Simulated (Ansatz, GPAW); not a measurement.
# FeO: 3 runs at one level of theory

```
Fe O
1.0
     0.00000    2.15540    2.15540
     2.15540    0.00000    2.15540
     2.15540    2.15540    0.00000
Fe O
1 1
Direct
  0.00000 0.00000 0.00000
  0.50000 0.50000 0.50000
```

Alike in all runs: task single point; functional PBEsol; k mesh 11 × 11 × 11; occupations gaussian, width 0.05 eV; collinear spin, ferromagnetic start; no spin-orbit coupling. The measured crystal is an antiferromagnetic insulator; the state found here is the runs' own. Pressure is positive in compression and, in plane waves, holds the error of the finite cutoff, which Ansatz's Pulay term estimates and takes out.

| program and potentials | plane-wave cutoff (eV) | notes | pressure (GPa) | net moment per atom (μB) |
| --- | --- | --- | --- | --- |
| Ansatz, Ansatz PAW | 420 | potentials made for PBE, which Ansatz adapts in part; 11 valence electrons an atom on average; Pulay term of +0.67 GPa included | -8.60 | 2.00 |
| GPAW, PAW data sets generated for this functional | 800 | 7 valence electrons an atom on average | -7.06 | 2.00 |
| Ansatz, all-electron LAPW, scalar-relativistic | - | - | -8.64 | 2.00 |

The pressure spans -8.64 (Ansatz, all-electron LAPW, scalar-relativistic) to -7.06 GPa (GPAW, PAW data sets generated for this functional), with all-electron results at -8.64. All agree on the net moment per atom. The state is the one that the start led to, which needn't be the lowest.

The functional is the same throughout but for its coding, so the spread measures potentials, basis and numerics; runs on potential files found faulty are left out.
